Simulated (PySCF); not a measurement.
# PbSe (Clausthalite) (Fm-3m) in PySCF: a series of runs

Aim: see how the results for PbSe (Clausthalite) move with the level of theory and the settings. Levels: PBEsol+D3, PBEsol+D3(BJ), PBEsol+D4. Tasks: equation of state.

All numbers are computed with PySCF 2.14.0; they aren't measurements. Logs are shortened: lines on timing, memory, paths and dates and some standing lists are left out, and cuts for length are marked.

**1. Starting point**

It takes space group Fm-3m (No. 225, cubic). Conventional cell: a = 6.121 Å, b = 6.121 Å, c = 6.121 Å, α = 90.00°, β = 90.00°, γ = 90.00°. Pb (site symmetry m-3m) is surrounded by 6 Se at 3.06 Å. Around Se (site symmetry m-3m) lie 6 Pb at 3.06 Å.

**2. Equation of state, PBEsol+D3**

run.py reads:

```python
import json
import numpy as np
from pyscf.pbc import gto
from pyscf.dispersion import dftd3

symbols = ['Pb', 'Se']
frac = np.array([[0.0, 0.0, 0.0], [0.5, 0.5, 0.5]])
cells = [
    [[0.0, 2.99817022, 2.99817022], [2.99817022, 0.0, 2.99817022], [2.99817022, 2.99817022, 0.0]],
    [[0.0, 3.01928479, 3.01928479], [3.01928479, 0.0, 3.01928479], [3.01928479, 3.01928479, 0.0]],
    [[0.0, 3.04010811, 3.04010811], [3.04010811, 0.0, 3.04010811], [3.04010811, 3.04010811, 0.0]],
    [[0.0, 3.06065, 3.06065], [3.06065, 0.0, 3.06065], [3.06065, 3.06065, 0.0]],
    [[0.0, 3.0809198, 3.0809198], [3.0809198, 0.0, 3.0809198], [3.0809198, 3.0809198, 0.0]],
    [[0.0, 3.10092633, 3.10092633], [3.10092633, 0.0, 3.10092633], [3.10092633, 3.10092633, 0.0]],
    [[0.0, 3.12067798, 3.12067798], [3.12067798, 0.0, 3.12067798], [3.12067798, 3.12067798, 0.0]],
]
e_dft = [-354.115765, -354.144298, -354.163402, -354.17387, -354.176555, -354.17215, -354.16134]  # eV, free energies of the PBEsol runs on these cells
e_disp = []
for a, e in zip(cells, e_dft):
    cell = gto.M(a=a, atom=list(zip(symbols, frac @ np.array(a))), basis={'Pb': 'DZVP-MOLOPT-SR-GTH-q4', 'Se': 'DZVP-MOLOPT-SR-GTH-q6'}, pseudo={'Pb': 'GTH-PBE-q4', 'Se': 'GTH-PBE-q6'}, verbose=0)
    d = dftd3.DFTD3Dispersion(cell, xc='pbesol', version='d3zero', atm=False).get_dispersion()['energy'] * 27.211386245988
    e_disp.append(float(d))
    print('V = %10.4f A^3   E(DFT) = %14.6f   E(disp) = %10.6f   sum = %14.6f eV' % (abs(np.linalg.det(a)), e, d, e + d))
json.dump(e_disp, open('results.json', 'w'))
```

Potentials or basis: DZVP-MOLOPT-SR/GTH-PBE (potentials made for PBE).

The run is started by

```console
$ python -u run.py > log
```

What it wrote:

```text
V =    53.9013 A^3   E(DFT) =    -354.115765   E(disp) =  -0.409505   sum =    -354.525270 eV
V =    55.0481 A^3   E(DFT) =    -354.144298   E(disp) =  -0.401428   sum =    -354.545726 eV
V =    56.1949 A^3   E(DFT) =    -354.163402   E(disp) =  -0.393869   sum =    -354.557271 eV
V =    57.3418 A^3   E(DFT) =    -354.173870   E(disp) =  -0.386832   sum =    -354.560702 eV
V =    58.4886 A^3   E(DFT) =    -354.176555   E(disp) =  -0.380285   sum =    -354.556840 eV
V =    59.6354 A^3   E(DFT) =    -354.172150   E(disp) =  -0.374193   sum =    -354.546343 eV
V =    60.7823 A^3   E(DFT) =    -354.161340   E(disp) =  -0.368659   sum =    -354.529999 eV
```

It took 1.9 min on 4 threads of Intel Xeon 6975P-C (Granite Rapids), shared host.

Results:

| Property | Result |
| --- | --- |
| Equilibrium volume | 28.64 Å³/atom |
| Bulk modulus | 51 GPa |
| Pressure derivative of the bulk modulus | 4.1 |

Energy against volume, from the lowest point:
```csv
volume (Å³/atom),energy (meV/atom)
26.951,17.72
27.524,7.49
28.097,1.72
28.671,0.00
29.244,1.93
29.818,7.18
30.391,15.35
```

Caveat: the potentials were made for another functional, which shifts forces and pressure; the basis of atomic orbitals isn't converged, which shifts pressures, moduli and gaps.

**3. Equation of state, PBEsol+D3(BJ)**

Edit run.py of step 2 so:

```diff
@@ -20,3 +20,3 @@
     cell = gto.M(a=a, atom=list(zip(symbols, frac @ np.array(a))), basis={'Pb': 'DZVP-MOLOPT-SR-GTH-q4', 'Se': 'DZVP-MOLOPT-SR-GTH-q6'}, pseudo={'Pb': 'GTH-PBE-q4', 'Se': 'GTH-PBE-q6'}, verbose=0)
-    d = dftd3.DFTD3Dispersion(cell, xc='pbesol', version='d3zero', atm=False).get_dispersion()['energy'] * 27.211386245988
+    d = dftd3.DFTD3Dispersion(cell, xc='pbesol', version='d3bj', atm=False).get_dispersion()['energy'] * 27.211386245988
     e_disp.append(float(d))
```

Potentials or basis: DZVP-MOLOPT-SR/GTH-PBE (potentials made for PBE).

The run is started by

```console
$ python -u run.py > log
```

What it wrote:

```text
V =    53.9013 A^3   E(DFT) =    -354.115765   E(disp) =  -0.761805   sum =    -354.877570 eV
V =    55.0481 A^3   E(DFT) =    -354.144298   E(disp) =  -0.745574   sum =    -354.889872 eV
V =    56.1949 A^3   E(DFT) =    -354.163402   E(disp) =  -0.730002   sum =    -354.893404 eV
V =    57.3418 A^3   E(DFT) =    -354.173870   E(disp) =  -0.715089   sum =    -354.888959 eV
V =    58.4886 A^3   E(DFT) =    -354.176555   E(disp) =  -0.700806   sum =    -354.877361 eV
V =    59.6354 A^3   E(DFT) =    -354.172150   E(disp) =  -0.687135   sum =    -354.859285 eV
V =    60.7823 A^3   E(DFT) =    -354.161340   E(disp) =  -0.674273   sum =    -354.835613 eV
```

It took 1.9 min on 4 threads of Intel Xeon 6975P-C (Granite Rapids), shared host.

Results:

- Equilibrium volume: 28.05 Å³/atom
- Bulk modulus: 55 GPa
- Pressure derivative of the bulk modulus: 4.3 (rough: it moves with the points fitted)

Energy against volume, from the lowest point:
```
volume (Å³/atom)  energy (meV/atom)
          26.951               7.92
          27.524               1.77
          28.097               0.00
          28.671               2.22
          29.244               8.02
          29.818              17.06
          30.391              28.90
```

Caveat: the potentials were made for another functional, which shifts forces and pressure; the basis of atomic orbitals isn't converged, which shifts pressures, moduli and gaps. The run has no spin-orbit coupling, so splittings on Pb are missing.

**4. Equation of state, PBEsol+D4**

Edit run.py of step 3 so:

```diff
@@ -3,3 +3,3 @@
 from pyscf.pbc import gto
-from pyscf.dispersion import dftd3
+from pyscf.dispersion import dftd4
 
@@ -20,3 +20,3 @@
     cell = gto.M(a=a, atom=list(zip(symbols, frac @ np.array(a))), basis={'Pb': 'DZVP-MOLOPT-SR-GTH-q4', 'Se': 'DZVP-MOLOPT-SR-GTH-q6'}, pseudo={'Pb': 'GTH-PBE-q4', 'Se': 'GTH-PBE-q6'}, verbose=0)
-    d = dftd3.DFTD3Dispersion(cell, xc='pbesol', version='d3bj', atm=False).get_dispersion()['energy'] * 27.211386245988
+    d = dftd4.DFTD4Dispersion(cell, xc='pbesol', atm=True).get_dispersion()['energy'] * 27.211386245988
     e_disp.append(float(d))
```

The run is started by

```console
$ python -u run.py > log
```

Wall time 1.9 min (4 threads of Intel Xeon 6975P-C (Granite Rapids), shared host).

It converged, with:

| Property | Result |
| --- | --- |
| Equilibrium volume | 28.48 Å³/atom (rough: see the caveat) |
| Bulk modulus | 51 GPa (rough) |

Energy against volume, from the lowest point:
| volume (Å³/atom) | energy (meV/atom) |
| --- | --- |
| 26.951 | 15.03 |
| 27.524 | 5.63 |
| 28.097 | 0.75 |
| 28.671 | 0.00 |
| 29.244 | 2.92 |
| 29.818 | 8.98 |
| 30.391 | 16.89 |

Caveat: the fit is doubtful: noisy points or a state that changes with volume; the D4 parameters stored for this functional may belong to another; the potentials were made for another functional, which shifts forces and pressure; the basis of atomic orbitals isn't converged, which shifts pressures, moduli and gaps. The run has no spin-orbit coupling, so splittings on Pb are missing.

**5. Equation of state, PBEsol+D3(BJ)**

Edit run.py of step 4 so:

```diff
@@ -3,3 +3,3 @@
 from pyscf.pbc import gto
-from pyscf.dispersion import dftd4
+from pyscf.dispersion import dftd3
 
@@ -20,3 +20,3 @@
     cell = gto.M(a=a, atom=list(zip(symbols, frac @ np.array(a))), basis={'Pb': 'DZVP-MOLOPT-SR-GTH-q4', 'Se': 'DZVP-MOLOPT-SR-GTH-q6'}, pseudo={'Pb': 'GTH-PBE-q4', 'Se': 'GTH-PBE-q6'}, verbose=0)
-    d = dftd4.DFTD4Dispersion(cell, xc='pbesol', atm=True).get_dispersion()['energy'] * 27.211386245988
+    d = dftd3.DFTD3Dispersion(cell, xc='pbesol', version='d3bj', atm=True).get_dispersion()['energy'] * 27.211386245988
     e_disp.append(float(d))
```

The run is started by

```console
$ python -u run.py > log
```

Run time: 1.9 min. Hardware: 4 threads of Intel Xeon 6975P-C (Granite Rapids), shared host.

Results (log left out):

* Equilibrium volume: 28.16 Å³/atom
* Bulk modulus: 54 GPa
* Pressure derivative of the bulk modulus: 4.3 (rough: it moves with the points fitted)

Energy against volume, from the lowest point:
| volume (Å³/atom) | energy (meV/atom) |
| --- | --- |
| 26.951 | 9.50 |
| 27.524 | 2.54 |
| 28.097 | 0.00 |
| 28.671 | 1.50 |
| 29.244 | 6.62 |
| 29.818 | 15.01 |
| 30.391 | 26.25 |

Caveat: the potentials were made for another functional, which shifts forces and pressure; the basis of atomic orbitals isn't converged, which shifts pressures, moduli and gaps. The run has no spin-orbit coupling, so splittings on Pb are missing.

**6. The runs side by side**

| level | three-body dispersion term | V0 of scaled cells (Å³/atom) | B0 (GPa) |
| --- | --- | --- | --- |
| PBEsol+D3 | no | 28.64 | 51 |
| PBEsol+D3(BJ) | no | 28.05 | 55 |
| PBEsol+D4 | yes | - | - |
| PBEsol+D3(BJ) | yes | 28.16 | 54 |

Alike in all rows: task equation of state; potentials or basis DZVP-MOLOPT-SR/GTH-PBE (potentials made for PBE); no spin polarisation; cell as given; k mesh 6 × 6 × 6; smearing fermi-dirac 0.05 eV.

Caveats: the potentials were made for another functional, which shifts forces and pressure; the basis of atomic orbitals isn't converged, which shifts pressures, moduli and gaps; the fit is doubtful: noisy points or a state that changes with volume (some runs); the D4 parameters stored for this functional may belong to another (some runs).

Absolute energies hang on the potentials; compare differences alone.
